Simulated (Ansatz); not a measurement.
Here is an Ansatz 0.2.0 calculation.

Contents of input.yaml:

```yaml
crystal:
  lattice:
    - [2.0, 1.1547005384, 8.44]
    - [-2.0, 1.1547005384, 8.44]
    - [0.0, -2.3094010768, 8.44]
  atoms:
    - { symbol: In, position: [0.8886, 0.8886, 0.8886] }
    - { symbol: In, position: [0.0, 0.0, 0.0] }
    - { symbol: Se, position: [0.1719, 0.1719, 0.1719] }
    - { symbol: Se, position: [0.3835, 0.3835, 0.3835] }
hamiltonian:
  xc: pbe
  pseudopotentials: { kind: paw }
kpoints:
  mp_grid: { grid: [8, 8, 8] }
scf:
  occupations: { method: gaussian, width: 0.013 }
output:
  forces: true
  stress: true
  eigenvalues: true
```

Potentials or basis: Ansatz PAW.

Command:

```console
$ ansatz run input.yaml --threads 2 --pin off --max-ram 5632MiB --backend cpu --events-out ev --progress --plain --runs-dir out
```

Q: Predict the band gap on the k mesh.

A: 0.44 eV, direct.

Q: Predict the pressure.

A: 2.7 GPa.

Q: Predict the largest force.

A: 0.365 eV/Å.

Stress tensor (GPa, compression positive):
```
3.15 0.00 0.00
0.00 3.15 0.00
0.00 0.00 1.95
```

Caveat: spin-orbit coupling is left out, which moves the levels of the heavy elements.

**The experiment to reproduce.**

From “The Interaction of Hydrogen with the van der Waals Crystal γ-InSe”, 2020, pmc:7321205, for a bulk crystal of InSe at 300 K: band gap 1.25 eV.

Against the measured gap of InSe, 1.25 eV (300 K; “The Interaction of Hydrogen with the van der Waals Crystal γ-InSe”, 2020, pmc:7321205), the calculated 0.44 eV is off by -0.81 eV. Spin-orbit coupling on In, Se is left out. The value is that of PBE on a finite k mesh, which can miss the band edges, without temperature or zero-point motion. Semilocal functionals fall short of measured gaps as a rule.
